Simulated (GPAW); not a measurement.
S:

```
CELL_PARAMETERS angstrom
5.40900 3.12289 1.42667
-5.40900 3.12289 1.42667
0.00000 -6.24578 1.42667
ATOMIC_POSITIONS crystal
S 0.85170 0.08270 0.74910
S 0.08270 0.74910 0.85170
S 0.74910 0.85170 0.08270
S 0.14830 0.91730 0.25090
S 0.91730 0.25090 0.14830
S 0.25090 0.14830 0.91730
```

This isn't the form of S at room conditions, which is orthorhombic, of S8 rings.

Base run:

| Quantity | Value |
| --- | --- |
| Program | GPAW 26.7.0 |
| Functional | PBEsol |
| Dispersion | D3(BJ) |
| Potentials or basis | PAW data sets generated in the run's folder for this functional |
| Cutoff | 600 eV |
| Basis | pw |
| k mesh | 7 × 7 × 7 |
| Occupations | gaussian, width 0.05 eV |
| Spin | no spin polarisation |

Its results: band gap on the k mesh 2.04 eV, indirect (least direct gap 2.12 eV); pressure -0.5 GPa; largest force 0.349 eV/Å.

Task: The run is repeated on the same cell with these changes: dispersion from D3(BJ) to none; occupations from gaussian, width 0.05 eV to gaussian, width 0.02 eV. What comes out?

Result: Band gap on the k mesh 2.04 eV, indirect (least direct gap 2.12 eV); pressure 0.8 GPa; largest force 0.344 eV/Å.

Caveats: an odd mesh through Γ misses points on the zone boundary, where band edges often lie.
